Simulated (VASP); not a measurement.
# GaAs (F-43m) in VASP: further runs

One crystal, GaAs, is run at these levels: PBE, PW91, AM05; tasks: single point, relaxation of cell and atoms.

Program: VASP 6.6.1. These are calculated values, not measurements. Logs are shortened: lines on timing, memory, paths and dates and some standing lists are left out, and cuts for length are marked.

**What was measured.**

From “Evidence of valence band perturbations in GaAsN/GaAs(001): A combined variable-angle spectroscopic ellipsometry and modulated photoreflectance investigation”, 2008, arxiv:0805.2212, for a bulk crystal of GaAs at 300 K: band gap 1.412 ± 0.01 eV (direct).

How close the calculation comes is told below.

## Step 1: The crystal as given

The structure is cubic, space group F-43m (No. 216). The conventional cell has a = 5.654 Å, b = 5.654 Å, c = 5.654 Å, α = 90.00°, β = 90.00°, γ = 90.00°. Around As (site symmetry -43m) lie 4 Ga at 2.45 Å. Around Ga (site symmetry -43m) lie 4 As at 2.45 Å.

## Step 2: Single point, PBE

INCAR reads:

```
ALGO     = Normal         # electronic algorithm
EDIFF    = 1E-7           # SCF threshold, eV
ENCUT    = 520            # plane-wave cutoff, eV
GGA      = PE             # functional
ISIF     = 2              # what is computed and relaxed
ISMEAR   = 0              # smearing method
LASPH    = True           # aspherical terms in the spheres
LCHARG   = False          # write CHGCAR
LREAL    = False          # projectors in reciprocal space
LWAVE    = False          # write WAVECAR
NBANDS   = 16             # bands
NELM     = 100            # most SCF steps
PREC     = Accurate       # precision mode
SIGMA    = 0.011          # smearing width, eV
```

KPOINTS reads:

```
k-points
0
Gamma
  8 8 8
```

POSCAR reads:

```
GaAs
1.0
    0.0000000000      2.8268500000      2.8268500000
    2.8268500000      0.0000000000      2.8268500000
    2.8268500000      2.8268500000      0.0000000000
As Ga
1 1
Direct
    0.7500000000      0.7500000000      0.7500000000
    0.0000000000      0.0000000000      0.0000000000
```

Potentials or basis: VASP PAW PBE potentials, release 64 (As, Ga_d).

On the command line:

```
$ cat potpaw_PBE.64/As/POTCAR potpaw_PBE.64/Ga_d/POTCAR > POTCAR
$ mpirun -np 1 vasp_std > vasp.out
```

OUTCAR:

```text
EDIFF = 1E-7
   ENCUT = 520
   GGA = PE
   ISIF = 2
   ISMEAR = 0
   LASPH = True
   LREAL = False
   NELM = 100
   PREC = Accurate

 ion  position               nearest neighbor table
   1  0.750  0.750  0.750-   2 2.45   2 2.45   2 2.45   2 2.45
   2  0.000  0.000  0.000-   1 2.45   1 2.45   1 2.45   1 2.45

  LATTYP: Found a face centered cubic cell.
 ALAT       =     5.6537000000

  Lattice vectors:

 A1 = (   0.0000000000,   2.8268500000,   2.8268500000)
 A2 = (   2.8268500000,   0.0000000000,   2.8268500000)
 A3 = (   2.8268500000,   2.8268500000,   0.0000000000)

Analysis of symmetry for initial positions (statically):
=====================================================================
 Subroutine PRICEL returns:
 Original cell was already a primitive cell.

 Routine SETGRP: Setting up the symmetry group for a
 face centered cubic supercell.

 Subroutine GETGRP returns: Found 24 space group operations
 (whereof 24 operations were pure point group operations)
 out of a pool of 48 trial point group operations.

The static configuration has the point symmetry T_d .

Analysis of symmetry for dynamics (positions and initial velocities):
=====================================================================
 Subroutine PRICEL returns:
 Original cell was already a primitive cell.

 Routine SETGRP: Setting up the symmetry group for a
 face centered cubic supercell.

 Subroutine GETGRP returns: Found 24 space group operations
 (whereof 24 operations were pure point group operations)
 out of a pool of 48 trial point group operations.

The dynamic configuration has the point symmetry T_d .

 Subroutine INISYM returns: Found 24 space group operations
 (whereof 24 operations are pure point group operations),
 and found     1 'primitive' translations

----------------------------------------------------------------------------------------

                                     Primitive cell

  volume of cell :      45.1792

  direct lattice vectors                    reciprocal lattice vectors
     0.000000000  2.826850000  2.826850000    -0.176875321  0.176875321  0.176875321
     2.826850000  0.000000000  2.826850000     0.176875321 -0.176875321  0.176875321
     2.826850000  2.826850000  0.000000000     0.176875321  0.176875321 -0.176875321

  length of vectors
     3.997769609  3.997769609  3.997769609     0.306357042  0.306357042  0.306357042

  position of ions in fractional coordinates (direct lattice)
     0.750000000  0.750000000  0.750000000
     0.000000000  0.000000000  0.000000000

  ion indices of the primitive-cell ions
   primitive index   ion index
                 1           1
                 2           2

----------------------------------------------------------------------------------------

 KPOINTS: k-points

Automatic generation of k-mesh.
 Grid dimensions read from file:
 generate k-points for:    8    8    8

 Generating k-lattice:

  Cartesian coordinates                     Fractional coordinates (reciprocal lattice)
    -0.022109415  0.022109415  0.022109415     0.125000000  0.000000000  0.000000000
     0.022109415 -0.022109415  0.022109415     0.000000000  0.125000000  0.000000000
     0.022109415  0.022109415 -0.022109415     0.000000000  0.000000000  0.125000000

  Length of vectors
     0.038294630  0.038294630  0.038294630

  Shift w.r.t. Gamma in fractional coordinates (k-lattice)
     0.000000000  0.000000000  0.000000000

 Subroutine IBZKPT returns following result:
 ===========================================

 Found     29 irreducible k-points:

 Following reciprocal coordinates:
            Coordinates               Weight
  0.000000  0.000000  0.000000      1.000000
  0.125000  0.000000  0.000000      8.000000
  0.250000  0.000000  0.000000      8.000000
  0.375000  0.000000  0.000000      8.000000
  0.500000  0.000000  0.000000      4.000000
  0.125000  0.125000  0.000000      6.000000
[... 16 lines left out ...]
  0.500000  0.250000  0.125000     48.000000
 -0.375000  0.250000  0.125000     24.000000
 [... further k-points ...]
   k-points           NKPTS =     29   k-points in BZ     NKDIM =     29   number of bands    NBANDS=     16
   number of dos      NEDOS =    301   number of ions     NIONS =      2
   total plane-waves  NPLWV =  27000
   dimension x,y,z NGX =    30 NGY =   30 NGZ =   30
   dimension x,y,z NGXF=    60 NGYF=   60 NGZF=   60
   ions per type =               1   1
   NGX,Y,Z   is equivalent  to a cutoff of  12.48, 12.48, 12.48 a.u.
   NGXF,Y,Z  is equivalent  to a cutoff of  24.95, 24.95, 24.95 a.u.
 SYSTEM =  unknown system
   PREC   = accura    normal or accurate (medium, high low for compatibility)
   ISTART =      0    job   : 0-new  1-cont  2-samecut
   ICHARG =      2    charge: 1-file 2-atom 10-const
   ISPIN  =      1    spin polarized calculation?
   LNONCOLLINEAR =      F non collinear calculations
   LSORBIT =      F    spin-orbit coupling
[... 56 lines left out ...]
 cond. band min:       4.4530905302   @ k =   0.0000   0.0000   0.0000
 fundamental gap:      0.5200907276
 Fermi energy:         4.0556119010

 k-point     1 :       0.0000    0.0000    0.0000
  band No.  band energies     occupation
      1     -10.8761      2.00000
      2     -10.8761      2.00000
      3     -10.8761      2.00000
      4     -10.7969      2.00000
      5     -10.7969      2.00000
      6      -8.7926      2.00000
[... 8 lines left out ...]
     15      14.0548      0.00000
     16      14.0548      0.00000

 k-point     2 :       0.1250    0.0000    0.0000
  band No.  band energies     occupation
      1     -10.8895      2.00000
      2     -10.8725      2.00000
      3     -10.8725      2.00000
      4     -10.7971      2.00000
      5     -10.7971      2.00000
      6      -8.6100      2.00000
[... 8 lines left out ...]
     15      13.2004      0.00000
     16      13.2004      0.00000

 k-point     3 :       0.2500    0.0000    0.0000
  band No.  band energies     occupation
      1     -10.9190      2.00000
      2     -10.8648      2.00000
      3     -10.8648      2.00000
      4     -10.7966      2.00000
      5     -10.7966      2.00000
      6      -8.1001      2.00000
[... 8 lines left out ...]
     15      12.9593      0.00000
     16      12.9593      0.00000

 k-point     4 :       0.3750    0.0000    0.0000
  band No.  band energies     occupation
      1     -10.9453      2.00000
      2     -10.8587      2.00000
      3     -10.8587      2.00000
      4     -10.7945      2.00000
      5     -10.7945      2.00000
      6      -7.4170      2.00000
[... 8 lines left out ...]
     15      14.1240      0.00000
     16      14.1240      0.00000

 k-point     5 :       0.5000    0.0000    0.0000
  band No.  band energies     occupation
      1     -10.9555      2.00000
      2     -10.8567      2.00000
      3     -10.8567      2.00000
      4     -10.7931      2.00000
      5     -10.7931      2.00000
      6      -7.0276      2.00000
[... 8 lines left out ...]
     15      15.8013      0.00000
     16      15.8013      0.00000

 k-point     6 :       0.1250    0.1250    0.0000
  band No.  band energies     occupation
      1     -10.8971      2.00000
      2     -10.8692      2.00000
      3     -10.8692      2.00000
      4     -10.7998      2.00000
      5     -10.7950      2.00000
      6      -8.5493      2.00000
[... 8 lines left out ...]
     15      12.8211      0.00000
     16      14.3066      0.00000
[... 267 lines left out ...]
 k-point    21 :       0.5000    0.5000    0.0000
  band No.  band energies     occupation
      1     -10.9871      2.00000
      2     -10.8270      2.00000
      3     -10.8270      2.00000
      4     -10.8225      2.00000
      5     -10.7841      2.00000
      6      -6.2874      2.00000
[... 8 lines left out ...]
     15      17.2829      0.00000
     16      17.2846      0.00000

 k-point    22 :       0.3750    0.2500    0.1250
  band No.  band energies     occupation
      1     -10.9412      2.00000
      2     -10.8556      2.00000
      3     -10.8528      2.00000
      4     -10.8049      2.00000
      5     -10.7918      2.00000
      6      -7.6704      2.00000
[... 8 lines left out ...]
     15      14.8561      0.00000
     16      15.3488      0.00000

 k-point    23 :       0.5000    0.2500    0.1250
  band No.  band energies     occupation
      1     -10.9577      2.00000
      2     -10.8520      2.00000
      3     -10.8462      2.00000
      4     -10.8036      2.00000
      5     -10.7921      2.00000
      6      -7.0384      2.00000
[... 8 lines left out ...]
     15      14.7629      0.00000
     16      16.2018      0.00000

 k-point    24 :      -0.3750    0.2500    0.1250
  band No.  band energies     occupation
      1     -10.9638      2.00000
      2     -10.8513      2.00000
      3     -10.8437      2.00000
      4     -10.8012      2.00000
      5     -10.7934      2.00000
      6      -6.6853      2.00000
[... 8 lines left out ...]
     15      15.5478      0.00000
     16      16.0691      0.00000

 [... further k-points ...]

------------------------ aborting loop because EDIFF is reached ----------------------------------------

  FORCE on cell =-STRESS in cart. coord.  units (eV):
  Direction    XX          YY          ZZ          XY          YZ          ZX
  --------------------------------------------------------------------------------------
  -------------------------------------------------------------------------------------
  Total        0.9763697      0.9763697      0.9763697      0.0000000      0.0000000      0.0000000
  in kB       34.6247441     34.6247441     34.6247441      0.0000000      0.0000000      0.0000000
  external PRESSURE =      34.6247441 kB  Pullay stress =       0.0000000 kB

 VOLUME and BASIS-vectors are now :
 -----------------------------------------------------------------------------
  energy-cutoff  :      520.00
  volume of cell :       45.18
      direct lattice vectors                 reciprocal lattice vectors
     0.000000000  2.826850000  2.826850000    -0.176875321  0.176875321  0.176875321
     2.826850000  0.000000000  2.826850000     0.176875321 -0.176875321  0.176875321
     2.826850000  2.826850000  0.000000000     0.176875321  0.176875321 -0.176875321

 POSITION                                       TOTAL-FORCE (eV/Angst)
 -----------------------------------------------------------------------------------
      4.24027      4.24027      4.24027         0.000000      0.000000      0.000000
      0.00000      0.00000      0.00000        -0.000000     -0.000000     -0.000000
 -----------------------------------------------------------------------------------
    total drift:                               -0.000002     -0.000002     -0.000002

  FREE ENERGIE OF THE ION-ELECTRON SYSTEM (eV)
  ---------------------------------------------------
  free  energy   TOTEN  =        -8.2471087303 eV

  energy  without entropy=       -8.2471087303  energy(sigma->0) =       -8.24710873
```

Run time: 18 s. Hardware: 1 thread of Intel Xeon Platinum 8488C (Sapphire Rapids), shared host; peak memory 0.17 GiB.

Results:

* Free energy: -8.2471 eV
* Pressure: 3.5 GPa
* Band gap on the k mesh: 0.52 eV, direct

Levels at points of the mesh, in eV from the valence-band top:
```csv
k point,band 6,band 7,band 8,band 9,band 10,band 11,band 12,band 13
"(0.00, 0.00, 0.00)",-12.73,0.00,0.00,0.00,0.52,3.73,3.73,3.73
"(0.50, 0.00, 0.00)",-10.96,-6.64,-1.14,-1.14,1.00,4.63,4.63,7.75
"(0.50, 0.50, 0.00)",-10.22,-6.82,-2.68,-2.68,1.46,1.65,10.17,10.17
```

## Step 3: Relaxation of cell and atoms, PW91

INCAR reads:

```
SYSTEM = GaAs
ALGO = Normal
EDIFF = 1E-6
EDIFFG = -0.01
ENCUT = 600
GGA = 91
IBRION = 2
ISIF = 3
ISMEAR = -1
LASPH = .True.
LCHARG = .False.
LREAL = .False.
LWAVE = .False.
NELM = 80
NSW = 60
PREC = Accurate
SIGMA = 0.05
```

KPOINTS reads:

```
k-points
0
Gamma
  8 8 8
  0 0 0
```

POSCAR is that of step 2.

Potentials or basis: VASP PAW PBE potentials, release 64 (As, Ga_d).

On the command line:

```
$ cat potpaw_PBE.64/As/POTCAR potpaw_PBE.64/Ga_d/POTCAR > POTCAR
$ mpirun -np 1 vasp_std > vasp.out
```

Wall time 41 s (1 thread of Intel Xeon Platinum 8488C (Sapphire Rapids), shared host); peak memory 0.19 GiB.

Results (log left out):

| Quantity | Value |
| --- | --- |
| Free energy | -8.3282 eV |
| Relaxed volume | 23.72 Å³/atom |
| Relaxed cell | a = 4.063 Å, b = 4.063 Å, c = 4.063 Å, α = 60.00°, β = 60.00°, γ = 60.00° |
| Space group after relaxing (to 0.05 Å) | F-43m (No. 216) |
| Energy gained by relaxing | 11.4 meV/atom |
| Ionic steps | 5 |
| Pressure after relaxing | 0.0 GPa |
| Band gap on the k mesh | 0.14 eV, direct |

Step by step:
```
step  energy change (eV)  largest force (eV/Å)  pressure (GPa)  volume (Å³)
   1              0.0000                0.0000            3.35        45.18
   2             -0.0199                0.0000           -1.00        48.34
   3             -0.0228                0.0000            0.09        47.47
   4             -0.0227                0.0000           -0.10        47.54
   5             -0.0228                0.0000            0.04        47.44
```

Final structure:
```
As Ga
1.0
     0.00000    2.87326    2.87326
     2.87326    0.00000    2.87326
     2.87326    2.87326    0.00000
As Ga
1 1
Direct
  0.75000 0.75000 0.75000
  0.00000 0.00000 0.00000
```

Levels at points of the mesh, in eV from the valence-band top:
```csv
k point,band 6,band 7,band 8,band 9,band 10,band 11,band 12,band 13
"(0.00, 0.00, 0.00)",-12.38,0.00,0.00,0.00,0.14,3.71,3.71,3.71
"(0.50, 0.00, 0.00)",-10.76,-6.38,-1.07,-1.07,0.86,4.61,4.61,7.68
"(0.50, 0.50, 0.00)",-10.09,-6.60,-2.51,-2.51,1.55,1.67,9.76,9.76
```

Caveat: the PAW data sets were made with another functional, which shifts forces and pressure a little.

## Step 4: Relaxation of cell and atoms, AM05

INCAR reads:

```
PREC = Accurate ; ENCUT = 600
EDIFF = 1E-7 ; ISMEAR = -1
SIGMA = 0.05 ; LREAL = False
LASPH = True ; NELM = 80
ALGO = Normal ; ISIF = 3
LWAVE = False ; LCHARG = False
GGA = AM ; IBRION = 2
NSW = 60 ; EDIFFG = -0.01
```

KPOINTS reads:

```
Automatic mesh
0
Gamma
  8 8 8
```

POSCAR is that of step 3.

On the command line:

```
$ cat potpaw_PBE.64/As/POTCAR potpaw_PBE.64/Ga_d/POTCAR > POTCAR
$ mpirun -np 1 vasp_std > vasp.out
```

It took 37 s on 1 thread of Intel Xeon Platinum 8488C (Sapphire Rapids), shared host; peak memory 0.2 GiB.

It converged, with:

| Quantity | Value |
| --- | --- |
| Free energy | -8.5967 eV |
| Relaxed volume | 22.79 Å³/atom |
| Relaxed cell | a = 4.009 Å, b = 4.009 Å, c = 4.009 Å, α = 60.00°, β = 60.00°, γ = 60.00° |
| Space group after relaxing (to 0.05 Å) | F-43m (No. 216) |
| Energy gained by relaxing | 0.4 meV/atom |
| Ionic steps | 3 |
| Pressure after relaxing | 0.0 GPa |
| Band gap on the k mesh | 0.45 eV, direct |

Step by step:
```tsv
step	energy change (eV)	largest force (eV/Å)	pressure (GPa)	volume (Å³)
1	0.0000	0.0000	0.59	45.18
2	-0.0006	0.0000	-0.22	45.73
3	-0.0007	0.0000	-0.01	45.57
```

Final structure:
```cif
data_structure
_symmetry_space_group_name_H-M 'P 1'
_symmetry_Int_Tables_number 1
_cell_length_a 4.0093
_cell_length_b 4.0093
_cell_length_c 4.0093
_cell_angle_alpha 60.000
_cell_angle_beta 60.000
_cell_angle_gamma 60.000
_cell_volume 45.57
loop_
_atom_site_label
_atom_site_type_symbol
_atom_site_fract_x
_atom_site_fract_y
_atom_site_fract_z
_atom_site_occupancy
As1 As 0.75000 0.75000 0.75000 1
Ga1 Ga 0.00000 0.00000 0.00000 1
```

Levels at points of the mesh, in eV from the valence-band top:
| k point | band 5 | band 6 | band 7 | band 8 | band 9 | band 10 | band 11 | band 12 | band 13 |
| --- | --- | --- | --- | --- | --- | --- | --- | --- | --- |
| (0.00, 0.00, 0.00) | -14.72 | -12.66 | 0.00 | 0.00 | 0.00 | 0.45 | 3.70 | 3.70 | 3.70 |
| (0.50, 0.00, 0.00) | -14.72 | -10.92 | -6.60 | -1.13 | -1.13 | 0.97 | 4.61 | 4.61 | 7.74 |
| (0.50, 0.50, 0.00) | -14.71 | -10.19 | -6.79 | -2.66 | -2.66 | 1.47 | 1.65 | 10.08 | 10.08 |

Caveat: the PAW data sets were made with another functional, which shifts forces and pressure a little. Expect the measured gap to be larger: semilocal functionals such as AM05 lack the derivative discontinuity.

## Step 5: Overview

| task | level | cell | cutoff (eV) | smearing | gap on the mesh (eV) | pressure (GPa) | relaxed volume (Å³/atom) |
| --- | --- | --- | --- | --- | --- | --- | --- |
| single point | PBE | as given | 520 | gaussian 0.011 eV | 0.52 | 3.5 | - |
| relaxation of cell and atoms | PW91 | relaxed | 600 | fermi-dirac 0.05 eV | 0.14 | 0.0 | 23.72 |
| relaxation of cell and atoms | AM05 | relaxed | 600 | fermi-dirac 0.05 eV | 0.45 | 0.0 | 22.79 |

Alike in all rows: potentials or basis VASP PAW PBE potentials, release 64 (As, Ga_d); no spin polarisation; k mesh 8 × 8 × 8.

Caveats: the PAW data sets were made with another functional, which shifts forces and pressure a little (some runs).

Absolute energies hang on the potentials; compare differences alone.

## Step 6: Against experiment

Step 2. A measured gap of GaAs is 1.412 eV (direct; 300 K; “Evidence of valence band perturbations in GaAsN/GaAs(001): A combined variable-angle spectroscopic ellipsometry and modulated photoreflectance investigation”, 2008, arxiv:0805.2212); the calculated 0.52 eV misses it by -0.89 eV. 3 values of this kind are on record (1.412 to 1.51 eV); this one was drawn at random among those near their median, those with a stated uncertainty first. Spin-orbit coupling on As, Ga is left out. The value is that of PBE on a finite k mesh, which can miss the band edges, without temperature or zero-point motion. Semilocal functionals fall short of measured gaps as a rule.
